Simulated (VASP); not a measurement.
# Pd (Im-3m) in VASP: a series of runs

Runs on Pd. Level: PBE. Tasks: single point.

All numbers are computed with VASP 6.6.1; they aren't measurements. Logs are shortened: lines on timing, memory, paths and dates and some standing lists are left out, and cuts for length are marked.

## Step 1: Starting point

The structure is cubic, space group Im-3m (No. 229). The conventional cell has a = 3.145 Å, b = 3.145 Å, c = 3.145 Å, α = 90.00°, β = 90.00°, γ = 90.00°. Around Pd (site symmetry m-3m) lie 8 Pd at 2.72 Å.

This isn't the form of Pd at room conditions, which is fcc.

## Step 2: Single point, PBE

Contents of INCAR:

```
SYSTEM = Pd
PREC = Accurate ; ENCUT = 520
EDIFF = 1E-6 ; ISMEAR = 0
SIGMA = 0.1 ; LREAL = .FALSE.
LASPH = .TRUE. ; NELM = 100
ALGO = Normal ; ISIF = 2
LWAVE = .FALSE. ; LCHARG = .FALSE.
GGA = PE ; ADDGRID = .FALSE.
```

Contents of KPOINTS:

```
Automatic mesh
0
G
  7 7 7
  0 0 0
```

Contents of POSCAR:

```
Pd
1.0
   -1.5345420000      1.5703810000      1.5719130000
    1.5565800000     -1.5514420000      1.5750130000
    1.5718420000      1.5887420000     -1.5529740000
Pd
1
Direct
    0.0275280000      0.0634310000      0.0341390000
```

Potentials or basis: VASP PAW PBE potentials, release 64 (Pd).

Run with:

```console
$ cat potpaw_PBE.64/Pd/POTCAR > POTCAR
$ mpirun -np 1 vasp_std > vasp.out
```

OUTCAR:

```text
SYSTEM = Pd
   PREC = Accurate
   ENCUT = 520
   EDIFF = 1E-6
   ISMEAR = 0
   LREAL = .FALSE.
   LASPH = .TRUE.
   NELM = 100
   ISIF = 2
   GGA = PE

 Found    172 irreducible k-points:

 Following reciprocal coordinates:
            Coordinates               Weight
  0.000000  0.000000  0.000000      1.000000
  0.142857  0.000000 -0.000000      2.000000
  0.285714  0.000000 -0.000000      2.000000
  0.428571  0.000000 -0.000000      2.000000
 -0.000000  0.142857 -0.000000      2.000000
  0.142857  0.142857 -0.000000      2.000000
   k-points           NKPTS =    172   k-points in BZ     NKDIM =    172   number of bands    NBANDS=      9
   number of dos      NEDOS =    301   number of ions     NIONS =      1
   total plane-waves  NPLWV =   8000
   dimension x,y,z NGX =    20 NGY =   20 NGZ =   20
   dimension x,y,z NGXF=    40 NGYF=   40 NGZF=   40
   ions per type =               1
   NGX,Y,Z   is equivalent  to a cutoff of  12.31, 12.30, 12.22 a.u.
   NGXF,Y,Z  is equivalent  to a cutoff of  24.63, 24.59, 24.43 a.u.
 SYSTEM =  Pd
   PREC   = accura    normal or accurate (medium, high low for compatibility)
   ISTART =      0    job   : 0-new  1-cont  2-samecut
   ICHARG =      2    charge: 1-file 2-atom 10-const
   ISPIN  =      1    spin polarized calculation?
   LNONCOLLINEAR =      F non collinear calculations
   LSORBIT =      F    spin-orbit coupling
   LASPH  =      T    aspherical Exc in radial PAW
   ENCUT  =  520.0 eV  38.22 Ry    6.18 a.u.   5.02  5.03  5.06*2*pi/ulx,y,z
   NELM   =    100;   NELMIN=  2; NELMDL= -5     # of ELM steps
   EDIFF  = 0.1E-05   stopping-criterion for ELM
   LREAL  =      F    real-space projection
   EDIFFG = 0.1E-04   stopping-criterion for IOM
   NSW    =      0    number of steps for IOM
   IBRION =     -1    ionic relax: 0-MD 1-quasi-New 2-CG
   NFREE  =      0    steps in history (QN), initial steepest desc. (CG)
   ISIF   =      2    stress and relaxation
   ISYM   =      2    0-nonsym 1-usesym 2-fastsym
   POTIM  = 0.5000    time-step for ionic-motion
   TEBEG  =    0.0;   TEEND  =   0.0 temperature during run
   PSTRESS=    0.0 pullay stress
   NELECT =      10.0000    total number of electrons
   NUPDOWN=      -1.0000    fix difference up-down
   EMIN   =  10.00;   EMAX   =-10.00  energy-range for DOS
   EFERMI =   0.00;   METHOD = LEGACY
   ISMEAR =     0;   SIGMA  =   0.10  broadening in eV -4-tet -1-fermi 0-gaus
   EFERMI_NEDOS =   21; number of points for ismear=-14 and -15
   IALGO  =     38    algorithm
   IMIX   =      4    mixing-type and parameters
     AMIX     =   0.40;   BMIX     =  1.00
     AMIX_MAG =   1.60;   BMIX_MAG =  1.00
  volume/ion in A,a.u.               =      15.55       104.92
  Fermi-wavevector in a.u.,A,eV,Ry     =   1.413160  2.670485 27.171118  1.997021
  Thomas-Fermi vector in A             =   2.534834
   LORBIT       =      0    0 simple, 1 ext, 2 COOP (PROOUT), +10 PAW based schemes
   GGA     = PE    functional components
   LHFCALC =     F    Hartree Fock is set to
   AEXX    =    0.0000 exact exchange contribution
   IVDW    =     0    specifies the selected vdW correction
   LEPSILON=     F    determine dielectric tensor
   LRPA    =     F    only Hartree local field effects (RPA)
 non-spin polarized calculation
 Gauss-broadening in eV      SIGMA  =   0.10
  energy-cutoff  :      520.00
  volume of cell :       15.55
 maximum number of plane-waves:       430
   NGX =  9   NGY =  9   NGZ = 11

 number of electron      10.0000000 magnetization

 Free energy of the ion-electron system (eV)
  ---------------------------------------------------
  ext. energy  EPLUGINS =         0.00000000
  ---------------------------------------------------
  free energy    TOTEN  =        -5.17842458 eV

  energy without entropy =       -5.16775998  energy(sigma->0) =       -5.17309228

 E-fermi :   8.9811     XC(G=0): -12.8480

 val. band max:        8.9810803304   @ k =   0.4286   0.4286   0.2857
 cond. band min:       8.9853493265   @ k =  -0.4286  -0.4286   0.4286
 fundamental gap:      0.0042689960
 Fermi energy:         8.9811050905

 k-point     1 :       0.0000    0.0000    0.0000
  band No.  band energies     occupation
      1       2.1911      2.00000
      2       6.0627      2.00000
      3       6.1576      2.00000
      4       6.4067      2.00000
      5       8.0282      2.00000
      6       8.1015      2.00000
      7      27.9447      0.00000
      8      28.0909      0.00000
      9      28.5288      0.00000

 k-point     2 :       0.1429    0.0000   -0.0000
  band No.  band energies     occupation
      1       2.8901      2.00000
      2       5.9373      2.00000
      3       6.1573      2.00000
      4       6.8107      2.00000
      5       7.8347      2.00000
      6       8.1164      2.00000
      7      26.9771      0.00000
      8      27.9596      0.00000
      9      29.1733      0.00000

 k-point     3 :       0.2857    0.0000   -0.0000
  band No.  band energies     occupation
      1       4.0885      2.00000
      2       5.4905      2.00000
      3       6.7923      2.00000
      4       7.7894      2.00000
      5       8.0338      2.00000
      6       8.1883      2.00000
      7      22.3531      0.00000
      8      26.0161      0.00000
      9      29.9970      0.00000

 k-point     4 :       0.4286    0.0000   -0.0000
  band No.  band energies     occupation
      1       4.0735      2.00000
      2       5.1535      2.00000
      3       7.9317      2.00000
      4       8.2794      2.00000
      5       9.2469      0.00017
      6       9.5188      0.00000
      7      17.3551      0.00000
      8      24.3241      0.00000
      9      26.9603      0.00000

 k-point     5 :      -0.0000    0.1429   -0.0000
  band No.  band energies     occupation
      1       2.8959      2.00000
      2       5.8867      2.00000
      3       6.2025      2.00000
      4       6.7953      2.00000
      5       7.9027      2.00000
      6       8.0718      2.00000
      7      27.0758      0.00000
      8      27.9984      0.00000
      9      29.0008      0.00000

 k-point     6 :       0.1429    0.1429   -0.0000
  band No.  band energies     occupation
      1       4.0037      2.00000
      2       5.7886      2.00000
      3       5.8312      2.00000
      4       7.6610      2.00000
      5       7.8955      2.00000
      6       8.3092      2.00000
      7      25.2468      0.00000
      8      25.4600      0.00000
      9      29.0978      0.00000

 [... further k-points ...]

------------------------ aborting loop because EDIFF is reached ----------------------------------------

  FORCE on cell =-STRESS in cart. coord.  units (eV):
  Direction    XX          YY          ZZ          XY          YZ          ZX
  --------------------------------------------------------------------------------------
  -------------------------------------------------------------------------------------
  Total       -0.1471376     -0.0229160     -0.0672556     -0.1896629     -0.0911578     -0.1042621
  in kB      -15.1629494     -2.3615615     -6.9308812    -19.5452969     -9.3940756    -10.7445110
  external PRESSURE =      -8.1517974 kB  Pullay stress =       0.0000000 kB

 VOLUME and BASIS-vectors are now :
 -----------------------------------------------------------------------------
  energy-cutoff  :      520.00
  volume of cell :       15.55
      direct lattice vectors                 reciprocal lattice vectors
    -1.534542000  1.570381000  1.571913000    -0.005977961  0.314720194  0.315918219
     1.556580000 -1.551442000  1.575013000     0.317494029 -0.005640589  0.315580949
     1.571842000  1.588742000 -1.552974000     0.315948875  0.312837667 -0.004095334

 POSITION                                       TOTAL-FORCE (eV/Angst)
 -----------------------------------------------------------------------------------
      0.11015     -0.00094      0.09016        -0.000000      0.000000      0.000000
 -----------------------------------------------------------------------------------
    total drift:                                0.000001      0.000007      0.000004

  FREE ENERGIE OF THE ION-ELECTRON SYSTEM (eV)
  ---------------------------------------------------
  free  energy   TOTEN  =        -5.1784245794 eV

  energy  without entropy=       -5.1677599807  energy(sigma->0) =       -5.17309228
```

Run time: 27 s. Hardware: 1 thread of Intel Xeon Platinum 8375C at 2.90GHz (Ice Lake), shared host; peak memory 0.14 GiB.

These settings aren't checked as converged: the numbers below hold their error.

Results:

- Free energy: -5.1784 eV
- Pressure: -0.8 GPa
- Band gap on the k mesh: none (metal or under the smearing width)

Caveat: the k mesh is coarse (spacing up to 0.40 Å⁻¹), so the values aren't converged.

## Step 3: Single point, PBE

Edit INCAR of step 2 so:

```diff
@@ -1,3 +1,3 @@
 SYSTEM = Pd
-PREC = Accurate ; ENCUT = 520
+PREC = Accurate ; ENCUT = 340
 EDIFF = 1E-6 ; ISMEAR = 0
```

Contents of KPOINTS:

```
Automatic mesh
0
G
  9 9 9
  0 0 0
```

Contents of POSCAR:

```
Pd
1.0
   -1.5722810000      1.5722810000      1.5722810000
    1.5722810000     -1.5722810000      1.5722810000
    1.5722810000      1.5722810000     -1.5722810000
Pd
1
Direct
    0.0000000000      0.0000000000      0.0000000000
```

Potentials or basis: VASP PAW PBE potentials, release 64 (Pd).

Run with:

```console
$ cat potpaw_PBE.64/Pd/POTCAR > POTCAR
$ mpirun -np 1 vasp_std > vasp.out
```

It took 5.1 s on 1 thread of Intel Xeon Platinum 8375C at 2.90GHz (Ice Lake), shared host; peak memory 0.11 GiB.

The run converged, but some of its settings lie outside the range that counts as converged, so its numbers aren't taken as properties of the crystal.

Results:

```yaml
Free_energy: -5.1870 eV
Pressure: -2.5 GPa
Band_gap_on_the_k_mesh: none (metal or under the smearing width)
```

## Step 4: Single point, PBE

INCAR is that of step 3.

KPOINTS is that of step 3.

Contents of POSCAR:

```
Pd
1.0
   -1.5345420000      1.5703810000      1.5719130000
    1.5565800000     -1.5514420000      1.5750130000
    1.5718420000      1.5887420000     -1.5529740000
Pd
1
Direct
    0.0275280000      0.0634310000      0.0341390000
```

Potentials or basis: VASP PAW PBE potentials, release 64 (Pd).

Run with:

```console
$ cat potpaw_PBE.64/Pd/POTCAR > POTCAR
$ mpirun -np 1 vasp_std > vasp.out
```

OUTCAR:

```text
SYSTEM = Pd
   PREC = Accurate
   ENCUT = 340
   EDIFF = 1E-6
   ISMEAR = 0
   LREAL = .FALSE.
   LASPH = .TRUE.
   NELM = 100
   ISIF = 2
   GGA = PE

 Found    365 irreducible k-points:

 Following reciprocal coordinates:
            Coordinates               Weight
  0.000000  0.000000  0.000000      1.000000
  0.111111  0.000000  0.000000      2.000000
  0.222222  0.000000  0.000000      2.000000
  0.333333  0.000000  0.000000      2.000000
  0.444444  0.000000  0.000000      2.000000
  0.000000  0.111111  0.000000      2.000000
   k-points           NKPTS =    365   k-points in BZ     NKDIM =    365   number of bands    NBANDS=      9
   number of dos      NEDOS =    301   number of ions     NIONS =      1
   total plane-waves  NPLWV =   4096
   dimension x,y,z NGX =    16 NGY =   16 NGZ =   16
   dimension x,y,z NGXF=    32 NGYF=   32 NGZF=   32
   ions per type =               1
   NGX,Y,Z   is equivalent  to a cutoff of   9.85,  9.84,  9.77 a.u.
   NGXF,Y,Z  is equivalent  to a cutoff of  19.70, 19.68, 19.55 a.u.
 SYSTEM =  Pd
   PREC   = accura    normal or accurate (medium, high low for compatibility)
   ISTART =      0    job   : 0-new  1-cont  2-samecut
   ICHARG =      2    charge: 1-file 2-atom 10-const
   ISPIN  =      1    spin polarized calculation?
   LNONCOLLINEAR =      F non collinear calculations
   LSORBIT =      F    spin-orbit coupling
   LASPH  =      T    aspherical Exc in radial PAW
   ENCUT  =  340.0 eV  24.99 Ry    5.00 a.u.   4.06  4.07  4.09*2*pi/ulx,y,z
   NELM   =    100;   NELMIN=  2; NELMDL= -5     # of ELM steps
   EDIFF  = 0.1E-05   stopping-criterion for ELM
   LREAL  =      F    real-space projection
   EDIFFG = 0.1E-04   stopping-criterion for IOM
   NSW    =      0    number of steps for IOM
   IBRION =     -1    ionic relax: 0-MD 1-quasi-New 2-CG
   NFREE  =      0    steps in history (QN), initial steepest desc. (CG)
   ISIF   =      2    stress and relaxation
   ISYM   =      2    0-nonsym 1-usesym 2-fastsym
   POTIM  = 0.5000    time-step for ionic-motion
   TEBEG  =    0.0;   TEEND  =   0.0 temperature during run
   PSTRESS=    0.0 pullay stress
   NELECT =      10.0000    total number of electrons
   NUPDOWN=      -1.0000    fix difference up-down
   EMIN   =  10.00;   EMAX   =-10.00  energy-range for DOS
   EFERMI =   0.00;   METHOD = LEGACY
   ISMEAR =     0;   SIGMA  =   0.10  broadening in eV -4-tet -1-fermi 0-gaus
   EFERMI_NEDOS =   21; number of points for ismear=-14 and -15
   IALGO  =     38    algorithm
   IMIX   =      4    mixing-type and parameters
     AMIX     =   0.40;   BMIX     =  1.00
     AMIX_MAG =   1.60;   BMIX_MAG =  1.00
  volume/ion in A,a.u.               =      15.55       104.92
  Fermi-wavevector in a.u.,A,eV,Ry     =   1.413160  2.670485 27.171118  1.997021
  Thomas-Fermi vector in A             =   2.534834
   LORBIT       =      0    0 simple, 1 ext, 2 COOP (PROOUT), +10 PAW based schemes
   GGA     = PE    functional components
   LHFCALC =     F    Hartree Fock is set to
   AEXX    =    0.0000 exact exchange contribution
   IVDW    =     0    specifies the selected vdW correction
   LEPSILON=     F    determine dielectric tensor
   LRPA    =     F    only Hartree local field effects (RPA)
 non-spin polarized calculation
 Gauss-broadening in eV      SIGMA  =   0.10
  energy-cutoff  :      340.00
  volume of cell :       15.55
 maximum number of plane-waves:       236
   NGX =  9   NGY =  9   NGZ =  9

 number of electron      10.0000003 magnetization

 Free energy of the ion-electron system (eV)
  ---------------------------------------------------
  ext. energy  EPLUGINS =         0.00000000
  ---------------------------------------------------
  free energy    TOTEN  =        -5.18374743 eV

  energy without entropy =       -5.17978022  energy(sigma->0) =       -5.18176383

 E-fermi :   8.9178     XC(G=0): -12.8530

 val. band max:        8.9005019278   @ k =  -0.4444   0.4444   0.4444
 cond. band min:       8.9216096119   @ k =   0.4444  -0.4444   0.4444
 fundamental gap:      0.0211076840
 Fermi energy:         8.9177860285

 k-point     1 :       0.0000    0.0000    0.0000
  band No.  band energies     occupation
      1       2.1883      2.00000
      2       6.0483      2.00000
      3       6.1434      2.00000
      4       6.3935      2.00000
      5       8.0133      2.00000
      6       8.0752      2.00000
      7      27.9497      0.00000
      8      28.0946      0.00000
      9      28.5315      0.00000

 k-point     2 :       0.1111    0.0000    0.0000
  band No.  band energies     occupation
      1       2.6226      2.00000
      2       6.0000      2.00000
      3       6.1267      2.00000
      4       6.6259      2.00000
      5       7.8782      2.00000
      6       8.0832      2.00000
      7      27.4973      0.00000
      8      28.0926      0.00000
      9      28.9022      0.00000

 k-point     3 :       0.2222    0.0000    0.0000
  band No.  band energies     occupation
      1       3.6589      2.00000
      2       5.6845      2.00000
      3       6.2749      2.00000
      4       7.4104      2.00000
      5       7.7397      2.00000
      6       8.1230      2.00000
      7      24.7063      0.00000
      8      27.0370      0.00000
      9      30.1195      0.00000

 k-point     4 :       0.3333    0.0000    0.0000
  band No.  band energies     occupation
      1       4.1632      2.00000
      2       5.3388      2.00000
      3       7.4933      2.00000
      4       7.8726      2.00000
      5       8.1955      2.00000
      6       8.4867      2.00000
      7      20.5294      0.00000
      8      25.3041      0.00000
      9      28.7321      0.00000

 k-point     5 :       0.4444    0.0000    0.0000
  band No.  band energies     occupation
      1       4.0478      2.00000
      2       5.1239      2.00000
      3       7.9292      2.00000
      4       8.2601      2.00000
      5       9.3108      0.00000
      6       9.7938      0.00000
      7      16.9506      0.00000
      8      24.2302      0.00000
      9      26.7826      0.00000

 k-point     6 :       0.0000    0.1111    0.0000
  band No.  band energies     occupation
      1       2.6260      2.00000
      2       5.9505      2.00000
      3       6.1808      2.00000
      4       6.6084      2.00000
      5       7.9332      2.00000
      6       8.0432      2.00000
      7      27.5797      0.00000
      8      28.1310      0.00000
      9      28.7571      0.00000

 [... further k-points ...]

------------------------ aborting loop because EDIFF is reached ----------------------------------------

  FORCE on cell =-STRESS in cart. coord.  units (eV):
  Direction    XX          YY          ZZ          XY          YZ          ZX
  --------------------------------------------------------------------------------------
  -------------------------------------------------------------------------------------
  Total       -0.2438338     -0.2407314     -0.2397650     -0.1797574     -0.0816716     -0.0977107
  in kB      -25.1277714    -24.8080520    -24.7084703    -18.5245123     -8.4164923    -10.0693691
  external PRESSURE =     -24.8814312 kB  Pullay stress =       0.0000000 kB

 VOLUME and BASIS-vectors are now :
 -----------------------------------------------------------------------------
  energy-cutoff  :      340.00
  volume of cell :       15.55
      direct lattice vectors                 reciprocal lattice vectors
    -1.534542000  1.570381000  1.571913000    -0.005977961  0.314720194  0.315918219
     1.556580000 -1.551442000  1.575013000     0.317494029 -0.005640589  0.315580949
     1.571842000  1.588742000 -1.552974000     0.315948875  0.312837667 -0.004095334

 POSITION                                       TOTAL-FORCE (eV/Angst)
 -----------------------------------------------------------------------------------
      0.11015     -0.00094      0.09016         0.000000      0.000000      0.000000
 -----------------------------------------------------------------------------------
    total drift:                                0.000023      0.000004     -0.000023

  FREE ENERGIE OF THE ION-ELECTRON SYSTEM (eV)
  ---------------------------------------------------
  free  energy   TOTEN  =        -5.1837474291 eV

  energy  without entropy=       -5.1797802245  energy(sigma->0) =       -5.18176383
```

Wall time 16 s (1 thread of Intel Xeon Platinum 8375C at 2.90GHz (Ice Lake), shared host); peak memory 0.13 GiB.

These settings aren't checked as converged: the numbers below hold their error.

What came out:

```
Free energy            : -5.1837 eV
Pressure               : -2.5 GPa
Band gap on the k mesh : none (metal or under the smearing width)
```

## Step 5: Single point, PBE

Edit INCAR of step 4 so:

```diff
@@ -1,3 +1,3 @@
 SYSTEM = Pd
-PREC = Accurate ; ENCUT = 340
+PREC = Accurate ; ENCUT = 650
 EDIFF = 1E-6 ; ISMEAR = 0
```

Contents of KPOINTS:

```
Automatic mesh
0
G
  7 7 7
  0 0 0
```

Contents of POSCAR:

```
Pd
1.0
   -1.5722810000      1.5722810000      1.5722810000
    1.5722810000     -1.5722810000      1.5722810000
    1.5722810000      1.5722810000     -1.5722810000
Pd
1
Direct
    0.0000000000      0.0000000000      0.0000000000
```

Run with:

```console
$ cat potpaw_PBE.64/Pd/POTCAR > POTCAR
$ mpirun -np 1 vasp_std > vasp.out
```

Wall time 8.2 s (1 thread of Intel Xeon Platinum 8375C at 2.90GHz (Ice Lake), shared host); peak memory 0.14 GiB.

These settings aren't checked as converged: the numbers below hold their error.

Results:

```
Free energy            : -5.1819 eV
Pressure               : -0.9 GPa
Band gap on the k mesh : none (metal or under the smearing width)
```

Caveat: the k mesh is coarse (spacing up to 0.40 Å⁻¹), so the values aren't converged.

## Step 6: The reference run

An earlier run on the cell as given: functional PBEsol; potentials or basis VASP PAW PBE potentials, release 64 (Pd); cutoff 520 eV; k mesh 12 × 12 × 12; occupations fermi-dirac, width 0.05 eV; no spin polarisation.

* Pressure: -10.3 GPa
* Band gap on the k mesh: none (metal or under the smearing width)
